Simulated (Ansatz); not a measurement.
Crystal: WS2 (Tungstenite).

```
W S
1.0
     3.18000    0.00000    0.00000
    -1.59000    2.75396    0.00000
     0.00000    0.00000   12.50000
W S
2 4
Direct
  0.66667 0.33333 0.75000
  0.33333 0.66667 0.25000
  0.66667 0.33333 0.37500
  0.33333 0.66667 0.87500
  0.66667 0.33333 0.12500
  0.33333 0.66667 0.62500
```

* Program: Ansatz 0.2.0
* Task: relaxation of cell and atoms
* Functional: PBEsol
* Potentials or basis: Ansatz PAW
* Cutoff: 420 eV (not typed: the program's choice for these potentials)
* k mesh: 10 × 10 × 3
* Occupations: fermi-dirac, width 0.05 eV
* Spin: no spin polarisation

At the start: volume 18.24 Å³/atom.

Q: Where does the relaxation end?

A: It ends after 5 steps and the volume is 18.14 Å³/atom (-0.6 %); space group P6_3/mmc (No. 194, to 0.05 Å).

Step by step:
```csv
step,energy change (eV),largest force (eV/Å),volume (Å³)
1,0.0000,0.1536,109.47
2,-0.0254,0.0553,108.45
3,-0.0259,0.0094,108.63
4,-0.0259,0.0019,108.82
5,-0.0258,0.0019,108.82
```

Final structure:
```
W S
1.0
     3.14619    0.00000    0.00000
    -1.57310    2.72468    0.00000
     0.00000    0.00000   12.69399
W S
2 4
Direct
  0.66667 0.33333 0.75000
  0.33333 0.66667 0.25000
  0.66667 0.33333 0.37349
  0.33333 0.66667 0.87349
  0.66667 0.33333 0.12651
  0.33333 0.66667 0.62651
```

Caveat: the plane-wave basis is chosen anew once the cell has moved, so the energies of steps on either side of that aren't comparable; this functional lacks dispersion, which binds the layers, so the pressure and a relaxed spacing across them are unreliable; the PAW data sets come from PBE, with cores solved anew for the run's functional, which leaves a small shift of forces and pressure.
